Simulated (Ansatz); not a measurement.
In doubt: masses and optical values from hybrid runs of this build are listed as unsure (in some of the runs), which bears on the screening that GW takes from such a start.

The crystal is BN (P6_3/mmc).

```cif
data_structure
_symmetry_space_group_name_H-M 'P 1'
_symmetry_Int_Tables_number 1
_cell_length_a 2.5040
_cell_length_b 2.5040
_cell_length_c 6.6612
_cell_angle_alpha 90.000
_cell_angle_beta 90.000
_cell_angle_gamma 120.000
_cell_volume 36.17
loop_
_atom_site_label
_atom_site_type_symbol
_atom_site_fract_x
_atom_site_fract_y
_atom_site_fract_z
_atom_site_occupancy
B1 B 0.33333 0.66667 0.25000 1
B2 B 0.66667 0.33333 0.75000 1
N3 N 0.33333 0.66667 0.75000 1
N4 N 0.66667 0.33333 0.25000 1
```

The cell and positions come from the Crystallography Open Database and are kept as given unless a step says otherwise.

Gaps computed with Ansatz 0.2.0 without a self-energy: HSE06 5.55 eV.

**Question.** What gap should G0W0 on HSE06 give (12×12×4 mesh, 324 empty bands, screening to 250 eV, hard PAW files)?

About 6.57 eV: on its mesh the run moves the gap from 5.60 eV by +1.02 eV, and the mesh misses the edges by 0.05 eV. Bands and cutoff are finite, so the gap is not at the basis limit. The miss can reach some tenths of an eV and take either sign; the mesh is an error of its own.

[Paths, hosts, dates, memory and timing lines, banners, echoed tables and standing remarks are left out of the program output.]

[Logs are printed without paths, hosts, clocks, repeated set-up lines and the standing remarks that a program may print on its own settings, such as how far it seeks lower states.]

[Runs of the session that timed out or met a known fault of the program may be left out.]

[Cells called generated may have been cut or substituted from an entry of the Crystallography Open Database or the Materials Project.]

[Hosts, paths, dates, database ids (printed as entryN), source tags and the programs' standing remarks are cut or masked in the printed files.]
